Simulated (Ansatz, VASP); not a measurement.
# CaSe in VASP and in Ansatz

Contents of INCAR:

```
PREC = Accurate ; ENCUT = 520
EDIFF = 1E-6 ; ISMEAR = -1
SIGMA = 0.01 ; LREAL = F
LASPH = T ; NELM = 60
ALGO = Normal ; ISIF = 2
LWAVE = F ; LCHARG = F
GGA = PE ; NBANDS = 15
```

Contents of KPOINTS:

```
regular mesh
0
Gamma
  7 7 7
```

Contents of POSCAR:

```
CaSe
1.0
    0.0000000000      2.9340763353      3.0003400000
    2.9340763353      0.0000000000      3.0003400000
    2.9340763353      2.9340763353      0.0000000000
Ca Se
1 1
Direct
    0.0000000000      0.0000000000      0.0000000000
    0.5000000000      0.5000000000      0.5000000000
```

Input for Ansatz:

```yaml
crystal:
  lattice:
    - [0.0, 2.9340763353, 3.00034]
    - [2.9340763353, 0.0, 3.00034]
    - [2.9340763353, 2.9340763353, 0.0]
  atoms:
    - { symbol: Ca, position: [0.0, 0.0, 0.0] }
    - { symbol: Se, position: [0.5, 0.5, 0.5] }
kpoints:
  mp_grid: { grid: [7, 7, 7] }
scf:
  occupations: { method: fermi_dirac, width: 0.01 }
hamiltonian:
  xc: pbe
  pseudopotentials: { kind: all_electron, lapw: { basis_error: 0.001 } }
output:
  forces: true
  stress: true
  eigenvalues: true
```

Change from the starting cell: z stretched by +1.5 % at fixed volume.

Alike in both runs: task single point; functional PBE; k mesh 7 × 7 × 7; occupations fermi-dirac, width 0.01 eV; no spin polarisation.

```csv
,VASP,Ansatz
version,VASP 6.6.1,Ansatz 0.2.0
potentials or method,"VASP PAW PBE potentials, release 64 (Ca_sv, Se)","all-electron LAPW, scalar-relativistic"
plane-wave cutoff (eV),520,see its input
```

|  | VASP | Ansatz | Ansatz less VASP |
| --- | --- | --- | --- |
| gap on the k mesh at the Fermi level (eV) | 2.08 | 2.09 | +0.010 |
| pressure (GPa) | 1.4 | 1.2 | -0.18 |
| largest component of the traceless stress (GPa) | 1.39 | 1.37 | -0.025 |

Ansatz ran all-electron here, so the differences hold the error of VASP's frozen core and of both bases.

Caveats: an odd mesh through Γ misses points on the zone boundary, where band edges often lie.
